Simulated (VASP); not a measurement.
Wanted: the native input for a VASP 6.6.1 run.

| Quantity | Value |
| --- | --- |
| Task | relaxation of cell and atoms |
| Functional | PBEsol |
| Potentials or basis | VASP PAW PBE potentials, release 64 (Te, Pb_d) |
| Cutoff | 600 eV |
| k mesh | 8 × 8 × 8 |
| Occupations | gaussian, width 0.03 eV |
| Spin | no spin polarisation |
| Further INCAR settings | ALGO = Normal; EDIFF = 1e-07; IBRION = 2; EDIFFG = -0.005; NSW = 90; ISIF = 3 |

The structure of TePb lies in POSCAR:

```
TePb                                    
1.0
    0.0000000000      3.2218515824      3.2218515824
    3.2218515824      0.0000000000      3.2218515824
    3.2218515824      3.2218515824     -0.0000000000
  Te              Pb            
     1     1
Direct
     0.5000000000000000    0.5000000000000000    0.5000000000000000
     0.0000000000000000    0.0000000000000000    0.0000000000000000
```

One way to write it, as run:

INCAR

```
SYSTEM = TePb
PREC = Accurate
ENCUT = 600
EDIFF = 1E-7
ISMEAR = 0
SIGMA = 0.03
LREAL = .False.
LASPH = .True.
NELM = 80
ALGO = Normal
ISIF = 3
LWAVE = .False.
LCHARG = .False.
GGA = PS
IBRION = 2
NSW = 90
EDIFFG = -0.005
KPAR = 4
```

KPOINTS

```
Automatic mesh
0
Gamma
  8 8 8
  0 0 0
```

Potentials or basis: VASP PAW PBE potentials, release 64 (Te, Pb_d).

Command:

```console
$ cat potpaw_PBE.64/Te/POTCAR potpaw_PBE.64/Pb_d/POTCAR > POTCAR
$ mpirun -np 4 vasp_std > vasp.out
```

Results of the run:

```
Pressure after relaxing : 0.0 GPa
Band gap on the k mesh  : 0.65 eV, direct
```

Caveat: the relaxation stopped at its first step, so nothing moved; the PAW data sets were made with another functional, which shifts forces and pressure a little; spin-orbit coupling is left out, which as a rule narrows the gap of such compounds by several tenths of an eV.

Run time: 14 s on 4 MPI ranks on Intel(R) Xeon(R) Platinum 8375C CPU @ 2.90GHz (Ice Lake) (shared host), peak memory 0.22 GiB a rank.
